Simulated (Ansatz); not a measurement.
Crystal: In.

```
CELL_PARAMETERS angstrom
-1.62547 1.62547 2.47370
1.62547 -1.62547 2.47370
1.62547 1.62547 -2.47370
ATOMIC_POSITIONS crystal
In 0.00000 0.00000 0.00000
```

Base run:

```yaml
Program: Ansatz 0.2.0
Functional: LDA
Potentials_or_basis: all-electron LAPW, scalar-relativistic
Cutoff: 179 eV (chosen from the basis error)
Basis_error_allowed: 0.001 eV/atom
k_mesh: 11 × 11 × 11
Occupations: gaussian, width 0.05 eV
Spin: no spin polarisation
```

Its results: band gap on the k mesh none (metal or under the smearing width); pressure -2.6 GPa.

**Question.** The run is repeated on the same cell with these changes: functional from LDA to PBE. What comes out?

**Answer.** Band gap on the k mesh none (metal or under the smearing width); pressure 2.0 GPa.

PBE binds less tightly than LDA, so the same cell stands under more pressure.
